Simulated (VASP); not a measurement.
Consider the following.

```
CELL_PARAMETERS angstrom
      0.00000     2.88305     2.88305
      2.88305     0.00000     2.88305
      2.88305     2.88305     0.00000
ATOMIC_POSITIONS crystal
  Sr 0.00000 0.00000 0.00000
  F  0.25000 0.25000 0.25000
  F  0.75000 0.75000 0.75000
```

Calculation: PBEsol GGA, VASP's PBE PAW potentials (set 64) (plane waves; VASP 6.6.1). Run with 520 eV cut-off, 7×7×7 Γ-centred mesh, Gaussian smearing of 0.010 eV, potentials Sr_sv F.

Task: Give the electronic dielectric tensor ε∞ (DFPT, local fields included).

Result: 
```
2.28  0.00  0.00
0.00  2.28  0.00
0.00  0.00  2.28
```

Task: Give the Born effective charges.

Result: 
```json
[
 {"atom": "Sr1", "Z*xx": "2.42", "Z*yy": "2.42", "Z*zz": "2.42", "mean": "2.42"},
 {"atom": "F2", "Z*xx": "-1.21", "Z*yy": "-1.21", "Z*zz": "-1.21", "mean": "-1.21"},
 {"atom": "F3", "Z*xx": "-1.21", "Z*yy": "-1.21", "Z*zz": "-1.21", "mean": "-1.21"}
]
```

Task: And the static tensor with the ions free?

Result: 
```
7.10  0.00  0.00
0.00  7.10  0.00
0.00  0.00  7.10
```

Task: Which frequencies do the optical Γ-point modes have (no LO-TO splitting)?

Result: 216 (×3), 283 (×3) cm⁻¹.

The compound is SrF2 in the fluorite structure. It was relaxed first.
